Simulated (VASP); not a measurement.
# H22CO11 in VASP: a series of runs, part 2 of 2

VASP 6.6.1. The steps go on from the part before.

## (4) Single point, PBE+D3(BJ)

INCAR

```
  ALGO = Normal
  EDIFF = 1E-7
  ENCUT = 520
  GGA = PE
  ISIF = 2
  ISMEAR = -1
  IVDW = 12
  LASPH = T
  LCHARG = F
  LREAL = Auto
  LWAVE = F
  NBANDS = 69
  NELM = 80
  PREC = Accurate
  SIGMA = 0.02
```

KPOINTS

```
k-points
0
Gamma
  1 1 1
```

POSCAR

```
H22CO11
1.0
    7.1203670000      0.0000000000      0.0000000000
    0.0000000000      7.1203670000      0.0000000000
    0.0000000000      0.0000000000      7.1203670000
O H C
11 22 1
Direct
    0.3063746574      0.9389403664      0.9393055161
    0.2106071218      0.3981536345      1.0377554977
    0.2940719207      0.4230399922      0.5607435684
    0.5909245970      0.2148203878     -0.0511350047
   -0.0453628303      0.2044697977      0.7238812269
    0.9520014909      0.8138344554      0.8701658215
    0.8379062484      0.2690732093      0.2253816411
    0.6992055325      0.4051195676      0.6236195410
    0.5456881647     -0.1782492391      0.4269161969
    0.5950395534      0.6712856233      0.0270351233
    0.0121903829      0.7193730323      0.2675564335
    0.3381145944      0.9211042071      1.0779219667
    0.1825889031      0.8725814273      0.9102761136
    0.3178909177      0.3236069152      1.0134028204
    0.1638117811      0.4618020391      0.9336456955
    0.2587366634      0.3537738996      0.6711311369
    0.2264770903      0.3231996328      0.4869271486
    0.5341157275      0.0787459410     -0.0305742667
    0.6986297195      0.2035288350      0.0516686851
   -0.1638679579      0.1496130747      0.7550313067
    0.0184541050      0.1070029115      0.6471716978
    0.9501055212      0.9172982235      0.9514958990
    0.8474282295      0.7162833039      0.9098407428
    0.8937460667      0.2070118015      0.3282555520
    0.9499791233      0.3153208255      0.1669436421
    0.6142239578      0.4455528767      0.5295934887
    0.6368211077      0.3144500838      0.7106234833
    0.6364700022     -0.1933327313      0.5189479700
    0.5163919219     -0.0491828581      0.4554540517
    0.5300850363      0.5567550100      0.0410793432
    0.4781214227      0.7409589983     -0.0260941606
    0.1422679477      0.7258895504      0.5182317147
   -0.0420062618      0.5820065174      0.4996652560
    0.0570195328      0.6522837938      0.4228293289
```

The run is started by

```bash
cat potpaw_PBE.64/O/POTCAR potpaw_PBE.64/H/POTCAR potpaw_PBE.64/C/POTCAR > POTCAR
mpirun -np 1 vasp_gam > vasp.out
```

It took 37 s on 1 thread of Intel Xeon Platinum 8488C (Sapphire Rapids), shared host; peak memory 0.38 GiB.

Results (log left out):

- Free energy: -165.1844 eV
- Pressure: 1.3 GPa
- Largest force: 4.219 eV/Å
- Band gap on the k mesh: 2.79 eV, direct
- Dispersion energy per atom: -0.034 eV

Forces on the atoms (eV/Å):
```
O    0.208 -0.561  1.504
O   -0.749 -0.138  2.894
O   -0.912 -1.962 -1.258
O    0.447 -3.474  1.966
O    2.394 -0.825 -0.753
O   -1.262 -3.129 -1.340
O   -0.684  0.181 -0.804
O    0.471 -0.335  0.899
O   -1.626  0.685 -1.413
O   -1.418  2.255 -1.287
O    1.168 -0.861  0.292
H   -1.194 -0.013 -1.629
H    0.984  0.102  0.520
H    1.215 -0.797 -0.829
H   -0.549  0.878 -1.892
H    0.202  0.333  1.814
H    0.731  1.341 -0.687
H    0.662  2.675 -1.038
H   -1.300  0.867 -1.089
H   -0.812 -0.303  0.197
H   -0.523  0.337  0.819
H   -0.753  1.295  1.554
H    1.500  1.913 -0.164
H   -0.064 -0.987  1.638
H    0.918  0.845 -1.079
H   -1.273  0.198 -0.616
H    0.006  1.056 -0.552
H    2.150 -1.141  1.880
H   -0.573  0.643 -0.277
H   -0.147 -2.027  0.519
H    1.977 -0.346  0.341
H    2.332  0.844  0.615
H   -2.027 -3.016  1.131
C   -1.498  3.468 -1.877
```

Stress tensor (GPa, compression positive):
```
 1.31 -1.01  0.13
-1.01  0.75 -0.40
 0.13 -0.40  1.89
```

Levels at points of the mesh, in eV from the valence-band top:
| k point | band 43 | band 44 | band 45 | band 46 | band 47 | band 48 | band 49 | band 50 |
| --- | --- | --- | --- | --- | --- | --- | --- | --- |
| (0.00, 0.00, 0.00) | -1.61 | -1.13 | -0.53 | 0.00 | 2.79 | 3.08 | 5.13 | 5.69 |

Caveat: the standard files for N, O and F lose accuracy on very short bonds. PBE gaps usually lie below the measured ones, often by a third to a half.

## (5) Single point, PBE+D3(BJ)

INCAR

```
  PREC = Accurate
  ENCUT = 520
  EDIFF = 1E-6
  ISMEAR = -1
  SIGMA = 0.02
  LREAL = Auto
  LASPH = True
  NELM = 100
  ALGO = Fast
  ISIF = 2
  LWAVE = False
  LCHARG = True
  GGA = PE
  IVDW = 12
  LELF = True
  LVHAR = True
  NBANDS = 69
```

KPOINTS

```
regular mesh
0
Gamma
  1 1 1
```

POSCAR

```
H22CO11
1.0
    7.1203670000      0.0000000000      0.0000000000
    0.0000000000      7.1203670000      0.0000000000
    0.0000000000      0.0000000000      7.1203670000
O H C
11 22 1
Direct
    0.3534508825      1.0075323365      0.9262724801
    0.2091043903      0.3884631228      1.1236639909
    0.2855049466      0.4092907009      0.5345230098
    0.6195467172      0.2816849188     -0.0488036642
    0.0321893520      0.1863808424      0.6954135931
    0.9280560960      0.8321902509      0.9267780720
    0.8659244671      0.2664188517      0.2614191094
    0.6387592100      0.4166217837      0.5205068784
    0.4999180520     -0.2157473063      0.3874238505
    0.6725776916      0.6247149901      0.0318242023
   -0.0006741226      0.6610614312      0.2885665865
    0.2983834962      0.8804181020      0.9179161692
    0.2627111777      1.1142964962      0.8978891116
    0.1033795028      0.3261770074      1.0765877658
    0.1579974740      0.5070103830      1.1384104218
    0.2787496768      0.2948162644      0.6280856029
    0.2914737400      0.3269775280      0.4207648286
    0.5500980497      0.1521550785     -0.0644910578
    0.6893886228      0.2255923044      0.0569914444
    0.0248863577      0.1424926552      0.5718244579
    0.0266980621      0.0720468481      0.7866448457
    0.9609757475      0.8015036304      1.0641164985
    0.7804653889      0.7935826903      0.9491786027
    0.7733449694      0.3092256340      0.3493359261
    0.9475073406      0.3821572680      0.2556890677
    0.5320371829      0.3466956127      0.5729620397
    0.7220835668      0.4108215209      0.6310489333
    0.4638384510     -0.1554835586      0.2663907633
    0.5696616481     -0.3335221345      0.3543497126
    0.7224487165      0.5007607052      0.0262346028
    0.5292142947      0.5820346058      0.0293664638
   -0.1998773378      0.7732185715      0.4217760124
   -0.0647438538      0.5633838818      0.5621199020
   -0.0579604956      0.6854141086      0.4450753732
```

The run is started by

```bash
cat potpaw_PBE.64/O/POTCAR potpaw_PBE.64/H/POTCAR potpaw_PBE.64/C/POTCAR > POTCAR
mpirun -np 1 vasp_gam > vasp.out
```

Wall time 35 s (1 thread of Intel Xeon Platinum 8488C (Sapphire Rapids), shared host); peak memory 0.38 GiB.

Results (log left out):

| Quantity | Value |
| --- | --- |
| Free energy | -164.7916 eV |
| Pressure | -0.5 GPa |
| Largest force | 5.729 eV/Å |
| Band gap on the k mesh | 2.76 eV, direct |
| Dispersion energy per atom | -0.035 eV |

Forces in eV/Å, atoms in the order of the input:
```
O   -0.464  0.704  0.047
O    2.547 -1.607 -0.098
O    0.050 -3.517  0.837
O   -0.923 -3.521  0.078
O    0.338 -0.865  3.951
O   -1.689 -0.308  2.101
O    1.803  0.618 -1.012
O    1.267 -0.425  0.942
O    0.150 -0.143 -1.023
O   -4.527  0.320  0.605
O    2.827 -0.514 -1.950
H   -0.262  1.111 -0.336
H    0.821 -1.896  0.322
H   -1.382 -1.602 -1.005
H   -0.643  3.017  0.734
H   -0.681  2.317 -1.026
H   -0.216  1.209  0.013
H    0.256  2.059 -0.613
H    0.815  0.918  0.254
H   -0.292 -0.961 -1.952
H   -0.734  1.182 -1.669
H    0.023  0.526 -1.662
H    2.759  0.347 -0.910
H   -1.410  0.245  1.248
H   -0.618 -1.265  0.195
H   -0.463  0.641 -0.570
H    0.046  0.055 -0.323
H    0.462 -0.533  0.837
H   -0.933  0.860  0.230
H    0.788 -1.132 -0.388
H    2.809  0.957 -0.073
H    1.700  0.281  2.028
H    1.303  1.894 -0.968
C   -5.527 -0.968  1.153
```

Stress tensor (GPa, compression positive):
```
 1.01 -0.18 -1.91
-0.18 -2.44  4.05
-1.91  4.05 -0.19
```

Levels at points of the mesh, in eV from the valence-band top:
```
           k point  band 44  band 45  band 46  band 47  band 48  band 49
(0.00, 0.00, 0.00)    -0.42    -0.29     0.00     2.76     3.82     6.06
```

Caveat: the standard files for N, O and F lose accuracy on very short bonds. A hybrid or GW would open this gap; PBE tends to underestimate it.
